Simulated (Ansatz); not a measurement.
Input and command of a plane-wave DFT calculation in Ansatz:

```yaml
crystal:
  lattice:
    - [2.4942240692, 0.0015369401, -0.222894581]
    - [-1.2384763371, 2.1650289381, 0.2228556101]
    - [-0.9343152314, -0.9056238774, 3.5529684021]
  atoms:
    - { symbol: B, position: [0.9908805793, 0.9913440608, -0.0063894389] }
    - { symbol: "N", position: [0.6572684207, 0.3245399392, 0.9931944389] }
basis:
  ecutwfc: 420
kpoints:
  mp_grid: { grid: [12, 12, 12] }
hamiltonian:
  xc: pbesol
scf:
  occupations: { method: fixed }
output:
  forces: true
  stress: true
  eigenvalues: true
relax:
  adjacent_minimum: "off"
  f_tol: 0.001
  max_steps: 60
  cell: { stress_tol: 0.02, p_target: 1.0 }
```

```bash
ansatz run input.yaml --threads 1 --pin off --max-ram 3072MiB --backend cpu --events-out ev --progress --plain --runs-dir out
```

Processor: AMD EPYC 7R43 64-Core Processor (Zen 3), 1 thread, on a host shared with other jobs.

Q: Estimate time, memory and problem size.

A: About 110 s on 1 thread of AMD EPYC 7R43 64-Core Processor (Zen 3), on a shared host, peak memory 0.46 GiB. It solves 8 bands at 476 k points (the mesh reduced by the symmetry that the task leaves, which can be less than the crystal's) with about 347 plane waves (on the last cell), in 59 SCF iterations over 13 ionic steps.
